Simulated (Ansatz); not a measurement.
# InP: stress in a strained cell

Aim: deform InP (zz strain of +1 %) and compute stress, forces and field gradients with LAPW, PAW and all-electron datasets made for the crystal.

Program: Ansatz 0.2.0. Level of theory: DFT PBEsol, scalar-relativistic. These are calculated values, not measurements.

### 1 The system as given

Symmetry: Fm-3m, No. 225, cubic system. Conventional cell: a = 5.710 Å, b = 5.710 Å, c = 5.710 Å, α = 90.00°, β = 90.00°, γ = 90.00°. Around In (site symmetry m-3m) lie 6 P at 2.85 Å. P (site symmetry m-3m) has 6 In at 2.85 Å as nearest neighbours.

Coordinates:

```
CELL_PARAMETERS angstrom
0.00000 2.85500 2.85500
2.85500 0.00000 2.85500
2.85500 2.85500 0.00000
ATOMIC_POSITIONS crystal
In 0.00000 0.00000 0.00000
P 0.50000 0.50000 0.50000
```

Atoms are numbered in the order of the input: In1, P2.

### 2 After the deformation

Space group Fm-3m before, I4/mmm after.

### 3 Full-potential LAPW

Input file input.yaml:

```yaml
crystal:
  lattice:
    - [0.0, 2.855, 2.88355]
    - [2.855, 0.0, 2.88355]
    - [2.855, 2.855, 0.0]
  atoms:
    - { symbol: In, position: [0.0, 0.0, 0.0] }
    - { symbol: P, position: [0.5, 0.5, 0.5] }
kpoints:
  mp_grid: { grid: [11, 11, 11] }
  band_path:
    path:
      - [0.0, 0.0, 0.0]
      - [0.0, 0.5, 0.5]
      - [0.25, 0.75, 0.5]
      - [0.0, 0.5, 0.0]
      - [0.0, 0.0, 0.0]
      - [0.5, 0.5, 0.0]
      - [0.3725370062, 0.6274629938, 0.0]
      - [-0.3725370062, 0.3725370062, 0.0]
      - [0.0, 0.0, 0.0]
    npoints: 5
scf:
  occupations: { method: fermi_dirac, width: 0.03 }
hamiltonian:
  xc: pbesol
  pseudopotentials: { kind: all_electron, lapw: { basis_error: 0.00025 } }
output:
  forces: true
  stress: true
  eigenvalues: true
```

The run is started by

```console
$ ansatz run input.yaml --threads 1 --pin off --max-ram 3072MiB --backend cpu --events-out ev --progress --plain --runs-dir out
```

The log of the run, cut to the lines that bear on the results:

```text
LAPW: plane waves up to 7.487 Å⁻¹, error target 2.5e-4 eV per atom; small_component_spin mean_spin; P in spheres of 1.246 Å, 13 of its electrons in bands, Dirac shells []; In in spheres of 1.609 Å, 21 of its electrons in bands, Dirac shells []
[...]
Pseudopotentials: kind: all_electron
Pseudopotential: In, LAPW, valence charge 21, Koelling and Harmon's equation, gaussian nucleus
Pseudopotential: P, LAPW, valence charge 13, Koelling and Harmon's equation, gaussian nucleus
Functional definition: PBEsol
[...]
Crystal: 2 atoms, lattice volume = 47.008 Å³
Basis set: ecut = 213.56676499820566 eV, 331 PW (Γ), exchange–correlation at level 2
Bands: 21, of which v1, the nominal top of the filled ones, is band 17 counted from 1 (16 counted from 0)
Symmetry: 16 space group operations
Space group: I4/mmm (ITA 139), of the structure as read, at distance tolerance 3.6e-5 Å
k-points: 126 of 1331
[...]
SCF iter   1: F=—  HF=-169267.039909 eV  |F-HF|=—  |Δ(HF+E_count)|=         —  Δρ=2.55e-2  dr2=6.29e-1  ethr=1.85e-3  ⟨swp⟩=2.0  Hψ=17532  notcnv=0
[...]
the basis was enlarged: its passes take 392.3 KiB over the memory plan, 1 of 1 planned eigensolver slots
[...]
SCF iter   9: F=-169266.773646 eV  HF=-169266.773646 eV  |F-HF|=1.28e-8  |Δ(HF+E_count)|=   5.03e-8  Δρ=6.26e-6  dr2=2.69e-8  ethr=7.98e-10  ⟨swp⟩=2.0  Hψ=7800  notcnv=0
[...]
NSCF: frozen V_eff on 41 k-points
SCF converged after 9 iterations
Free energy (F): -169266.773646 eV
[...]
E sigma→0 (E₀):  -169266.772319 eV
Entropy (-TS):   -0.002654 eV (-1.327 meV/atom)
Fermi energy:    9.908391 eV
[...]
--- Forces (eV/Å), atoms counted from 1 ---
  atom   1  In    -0.00000000     0.00000000    -0.00000000
  atom   2  P      0.00000000     0.00000000     0.00000000
[...]
--- Stress (GPa, compression-positive) ---
       -8.385123       0.000000       0.000000
        0.000000      -8.385123       0.000000
        0.000000       0.000000      -9.061614
  P = ⅓ Tr σ = -8.6106 GPa (-86.106 kbar)
--- Band table (eV; the first three rows and the last of 126) ---
  k-point 0: bands = ["-157.6135", "-108.3641", "-108.3641", "-108.3628", "-104.8990", "-63.4239", "-63.4215", "-63.4215", "-4.0993", "-4.0986", "-4.0847", "-4.0810", "-4.0810", "-1.3805", "9.6436", "9.7003", "9.7003", "9.7880", "16.8959", "16.9651", "16.9651"]
[...]
```

Wall time 33 s (1 thread of Arm Neoverse V1, shared host); peak memory 0.5 GiB.

Result: pressure -8.61 GPa; no gap.

### 4 PAW with frozen cores

Input file input.yaml:

```yaml
crystal:
  lattice:
    - [0.0, 2.855, 2.88355]
    - [2.855, 0.0, 2.88355]
    - [2.855, 2.855, 0.0]
  atoms:
    - { symbol: In, position: [0.0, 0.0, 0.0] }
    - { symbol: P, position: [0.5, 0.5, 0.5] }
kpoints:
  mp_grid: { grid: [11, 11, 11] }
scf:
  occupations: { method: fermi_dirac, width: 0.03 }
hamiltonian:
  xc: pbesol
  pseudopotentials: { kind: paw }
output:
  forces: true
  stress: true
  eigenvalues: true
  efg: { contact_densities: true }
```

The run is started by

```console
$ ansatz run input.yaml --threads 1 --pin off --max-ram 3072MiB --backend cpu --events-out ev --progress --plain --runs-dir out
```

The log of the run, cut to the lines that bear on the results:

```text
In: output.efg is read without spin–orbit coupling, which moves field gradients at and beside such atoms by some per cent and up to a factor of two; PAW files take it under magnetization.noncollinear and magnetization.spin_orbit
[...]
Pseudopotentials: kind: paw
Pseudopotential: In, paw, valence charge 13, recommended cutoff 420 eV (normal)
Pseudopotential: P, paw, valence charge 5, recommended cutoff 420 eV (normal)
Functional definition: PBEsol
[...]
Crystal: 2 atoms, lattice volume = 47.008 Å³
Basis set: ecut = 420 eV, 941 PW (Γ), exchange–correlation on 60×60×54 points (8 copies of the dense FFT grid, shifted against one another)
Bands: 13, of which v1, the nominal top of the filled ones, is band 9 counted from 1 (8 counted from 0)
Symmetry: 16 space group operations
Space group: I4/mmm (ITA 139), of the structure as read, at distance tolerance 3.6e-5 Å
k-points: 126 of 1331
[...]
Fermi energy:    7.655085 eV
[...]
--- Forces (eV/Å), atoms counted from 1 ---
  atom   1  In     0.00000000     0.00000000     0.00000000
  atom   2  P      0.00000000    -0.00000000    -0.00000000
[...]
--- Stress (GPa, compression-positive) ---
       -8.399051       0.000000       0.000000
        0.000000      -8.399051       0.000000
        0.000000       0.000000      -9.074668
  P = ⅓ Tr σ = -8.6243 GPa (-86.243 kbar)
--- PAW observables at the nuclei: V_zz in 10²¹ V/m², potentials from the cell's mean, atoms counted from 1 ---
  atom   1  In V_zz =    +0.887230   η = 0.0000   by run symmetry: allowed
            electrostatic potential = -7937.072265 V   contact ρ = 1131369.638687 e/Å³
  atom   2  P  V_zz =    -0.092261   η = 0.0000   by run symmetry: allowed
            electrostatic potential = -1495.518793 V   contact ρ = 15969.172671 e/Å³
--- Band table (eV; the first three rows and the last of 126) ---
  k-point 0: bands = ["-6.3531", "-6.3527", "-6.3387", "-6.3352", "-6.3352", "-3.6335", "7.3909", "7.4472", "7.4472", "7.5349", "14.6423", "14.7115", "14.7115"]
[...]
```

Run time: 7.1 s. Hardware: 1 thread of Arm Neoverse V1, shared host; peak memory 0.4 GiB.

Result: pressure -8.62 GPa; no gap; Vzz In1 0.89 (η = 0.00), P2 -0.09 (η = 0.00) (10²¹ V/m²).

### 5 All-electron PAW on datasets made for the crystal

input.yaml: that of step 4 with these lines changed.

```diff
@@ -14,3 +14,3 @@
   xc: pbesol
-  pseudopotentials: { kind: paw }
+  pseudopotentials: { kind: all_electron, datasets: crystal }
 output:
```

The run is started by

```console
$ ansatz run input.yaml --threads 1 --pin off --max-ram 3072MiB --backend cpu --events-out ev --progress --plain --runs-dir out
```

The log of the run, cut to the lines that bear on the results:

```text
[...]
In: output.efg is read without spin–orbit coupling, which moves field gradients at and beside such atoms by some per cent and up to a factor of two; PAW files take it under magnetization.noncollinear and magnetization.spin_orbit
[...]
Pseudopotentials: kind: all_electron
Pseudopotential: In, paw, valence charge 13, recommended cutoff 240 eV (normal), Koelling and Harmon's equation, gaussian nucleus
Pseudopotential: P, paw, valence charge 5, recommended cutoff 240 eV (normal), Koelling and Harmon's equation, gaussian nucleus
Functional definition: PBEsol
[...]
Crystal: 2 atoms, lattice volume = 47.008 Å³
Basis set: ecut = 240 eV, 411 PW (Γ), exchange–correlation on 48×48×48 points (8 copies of the dense FFT grid, shifted against one another)
Bands: 13, of which v1, the nominal top of the filled ones, is band 9 counted from 1 (8 counted from 0)
Symmetry: 16 space group operations
[...]
--- Forces (eV/Å), atoms counted from 1 ---
  atom   1  In    -0.00000000     0.00000000     0.00000000
  atom   2  P      0.00000000     0.00000000     0.00000000
[...]
--- Stress (GPa, compression-positive) ---
       -8.383929       0.000000       0.000000
        0.000000      -8.383929       0.000000
        0.000000       0.000000      -9.060683
  P = ⅓ Tr σ = -8.6095 GPa (-86.095 kbar)
--- PAW observables at the nuclei: V_zz in 10²¹ V/m², potentials from the cell's mean, atoms counted from 1 ---
  atom   1  In V_zz =    +0.885121   η = 0.0000   by run symmetry: allowed
            electrostatic potential = -7935.122451 V   contact ρ = 1131299.726065 e/Å³
  atom   2  P  V_zz =    -0.090575   η = 0.0000   by run symmetry: allowed
            electrostatic potential = -1494.147145 V   contact ρ = 15982.012217 e/Å³
--- Band table (eV; the first three rows and the last of 126) ---
  k-point 0: bands = ["-4.0993", "-4.0986", "-4.0846", "-4.0808", "-4.0808", "-1.3805", "9.6436", "9.7003", "9.7003", "9.7880", "16.8959"]
[...]
```

It took 10 s on 1 thread of Arm Neoverse V1, shared host; peak memory 0.46 GiB.

This run gives: pressure -8.61 GPa; no gap; Vzz In1 0.89 (η = 0.00), P2 -0.09 (η = 0.00) (10²¹ V/m²).

### 6 Side by side

Stress (GPa, compression positive):

```
          method     xx     yy     zz    yz    xz    xy
            LAPW  -8.39  -8.39  -9.06  0.00  0.00  0.00
             PAW  -8.40  -8.40  -9.07  0.00  0.00  0.00
crystal datasets  -8.38  -8.38  -9.06  0.00  0.00  0.00
```

| method | pressure (GPa) | Vzz In1 (10²¹ V/m²) | Vzz P2 (10²¹ V/m²) | SCF cycles, all passes |
| --- | --- | --- | --- | --- |
| LAPW | -8.61 | – | – | 9 |
| PAW | -8.62 | 0.89 | -0.09 | 7 |
| crystal datasets | -8.61 | 0.89 | -0.09 | 8 |

### 7 What came out

```
                                 quantity                                              value
                                 pressure  LAPW -8.61, PAW -8.62, crystal datasets -8.61 GPa
largest shear or deviatoric stress (LAPW)                                           0.45 GPa
```

What this shows: The largest part of the stress beyond the pressure is 0.45 GPa in size, in the zz component; the atoms are carried along and not relaxed. No run of the undeformed cell stands beside it, so the pressure holds what the given cell had before the change. PAW: stress within 0.01 GPa of LAPW. Crystal datasets: stress within 0.01 GPa of LAPW.
